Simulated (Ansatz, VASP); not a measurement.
Two plane-wave programs on MgO

The input INCAR:

```
ALGO     = Normal         # electronic algorithm
EDIFF    = 1E-6           # SCF threshold, eV
ENCUT    = 520            # plane-wave cutoff, eV
GGA      = PE             # functional
ISIF     = 2              # what is computed and relaxed
ISMEAR   = 0              # smearing method
LASPH    = True           # aspherical terms in the spheres
LCHARG   = False          # write CHGCAR
LREAL    = False          # projectors in reciprocal space
LWAVE    = False          # write WAVECAR
NBANDS   = 26             # bands
NELM     = 100            # most SCF steps
PREC     = Accurate       # precision mode
SIGMA    = 0.05           # smearing width, eV
```

File KPOINTS:

```
k-points
0
Gamma
  6 6 6
```

The input POSCAR:

```
MgO
1.0
    4.2703000000      0.0000000000      0.0000000000
    0.0000000000     -4.2703000000      0.0000000000
    0.0000000000      0.0000000000     -4.2703000000
Mg O
4 4
Direct
    0.0000000000      0.5000000000      0.5000000000
    0.5000000000      0.0000000000      0.5000000000
    0.5000000000      0.5000000000      0.0000000000
    0.0000000000      0.0000000000      0.0000000000
    0.5000000000      0.0000000000      0.0000000000
    0.0000000000      0.5000000000      0.0000000000
    0.0000000000      0.0000000000      0.5000000000
    0.5000000000      0.5000000000      0.5000000000
```

Input for Ansatz:

```yaml
crystal:
  lattice:
    - [4.2703, 0.0, 0.0]
    - [0.0, -4.2703, 0.0]
    - [0.0, 0.0, -4.2703]
  atoms:
    - { symbol: Mg, position: [0.0, 0.5, 0.5] }
    - { symbol: Mg, position: [0.5, 0.0, 0.5] }
    - { symbol: Mg, position: [0.5, 0.5, 0.0] }
    - { symbol: Mg, position: [0.0, 0.0, 0.0] }
    - { symbol: O, position: [0.5, 0.0, 0.0] }
    - { symbol: O, position: [0.0, 0.5, 0.0] }
    - { symbol: O, position: [0.0, 0.0, 0.5] }
    - { symbol: O, position: [0.5, 0.5, 0.5] }
basis:
  ecutwfc: 420
kpoints:
  mp_grid: { grid: [6, 6, 6] }
hamiltonian:
  xc: pbe
scf:
  occupations: { method: gaussian, width: 0.05 }
output:
  forces: true
  stress: true
  eigenvalues: true
  write_density: true
  write_potential: true
  elf: true
  volumetric_format: npy
```

Alike in both runs: task single point; functional PBE; k mesh 6 × 6 × 6; occupations gaussian, width 0.05 eV; no spin polarisation.

|  | VASP | Ansatz |
| --- | --- | --- |
| version | VASP 6.6.1 | Ansatz 0.2.0 |
| potentials or method | VASP PAW PBE potentials, release 64 (Mg, O) | scalar-relativistic, plane waves, PAW |
| plane-wave cutoff (eV) | 520 | 420 |
| valence electrons in the cell | 32 | 64 |

Ansatz gave:

| Item | Value |
| --- | --- |
| gap on the k mesh at the Fermi level (eV) | 4.35 |
| least direct gap on the mesh (eV) | 4.35 |
| pressure (GPa) | -1.7 |

**Question.** Which values does VASP return?

**Answer.** gap on the k mesh at the Fermi level (eV): 4.34; least direct gap on the mesh (eV): 4.34; pressure (GPa): -2.5.

With one functional, cell and mesh, what is left measures potentials, basis and numerics. The two sets of potentials don't hold the same shells in valence.
